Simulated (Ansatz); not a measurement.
# AlNi: pressure up to the limit of the methods

An exercise on one series of results from a longer session: the logs are not shown, and one member is left open.

Computed with Ansatz 0.2.0 (DFT PBE, with the methods named in each step, unless a step's input says otherwise).

### The structure to begin with

It takes space group Fm-3m (No. 225, cubic). Conventional cell: a = 4.849 Å, b = 4.849 Å, c = 4.849 Å, α = 90.00°, β = 90.00°, γ = 90.00°. Around Ni (site symmetry m-3m) lie 6 Al at 2.42 Å. Al (site symmetry m-3m) has 6 Ni at 2.42 Å as nearest neighbours.

Structure file:

```cif
data_structure
_symmetry_space_group_name_H-M 'Fm-3m'
_symmetry_Int_Tables_number 225
_cell_length_a 4.8489
_cell_length_b 4.8489
_cell_length_c 4.8489
_cell_angle_alpha 90.000
_cell_angle_beta 90.000
_cell_angle_gamma 90.000
_cell_volume 114.01
loop_
_atom_site_label
_atom_site_type_symbol
_atom_site_symmetry_multiplicity
_atom_site_Wyckoff_symbol
_atom_site_fract_x
_atom_site_fract_y
_atom_site_fract_z
_atom_site_occupancy
Ni1 Ni 4 a 0.00000 0.00000 0.00000 1
Al1 Al 4 b 0.50000 0.00000 0.00000 1
```

The file gives the conventional cell by its symmetry; the runs use the cell typed in the input.

Whether this phase is the stable one at these pressures isn't tested.

Atoms are numbered in the order of the input: Ni1, Al2.

Set-up of the first run:

input.yaml

```yaml
crystal:
  lattice:
    - [0.0, 2.4244436911, 2.4244436911]
    - [2.4244436911, 0.0, 2.4244436911]
    - [2.4244436911, 2.4244436911, 0.0]
  atoms:
    - { symbol: Ni, position: [0.0, 0.0, 0.0] }
    - { symbol: Al, position: [0.5, 0.5, 0.5] }
kpoints:
  mp_grid: { grid: [15, 15, 15] }
scf:
  occupations: { method: fermi_dirac, width: 0.1 }
hamiltonian:
  xc: pbe
  pseudopotentials: { kind: paw }
output:
  forces: true
  stress: true
relax:
  f_tol: 0.005
  max_steps: 40
  cell: {}
```

On the command line:

```bash
ansatz run input.yaml --threads 1 --pin off --max-ram 2048MiB --backend cpu --events-out ev --progress --plain --runs-dir out
```

Among the steps run: Cell relaxed at zero pressure, PAW; Volume scaled by 1, PAW; Volume scaled by 0.94, PAW; Volume scaled by 0.88, PAW; Volume scaled by 0.88, PAW (partial_waves polarizable); Volume scaled by 0.8, PAW; Volume scaled by 0.72, PAW; Volume scaled by 0.64, PAW; Volume scaled by 0.55, PAW; Volume scaled by 0.55, PAW (level accurate).

One table of the session follows, with a row left open; its other results are not shown here.

```
                         method  volume over the first  volume (Å³/atom)  pressure (GPa)
                            PAW                      1            14.339            0.00
                            PAW                   0.94            13.479            7.78
                            PAW                   0.88            12.618           18.50
                            PAW                    0.8            11.471           39.51
                            PAW                   0.72                 ?               ?
                            PAW                   0.64             9.177          125.60
                            PAW                   0.55             7.886          229.09
           PAW (level accurate)                   0.55             7.886          229.38
PAW (partial_waves polarizable)                   0.88            12.618           18.50
```

Estimate the missing values for PAW, 0.72.

As computed: volume (Å³/atom): 10.324; pressure (GPa): 72.50. In the column «volume (Å³/atom)» it lies between PAW, 0.64 (9.177) and PAW, 0.8 (11.471).

To keep in mind: A fit over so wide a range leans to the high pressures, so B₀ can be off by several per cent. Spin polarisation is left out here, though a magnetic state may lie well lower.
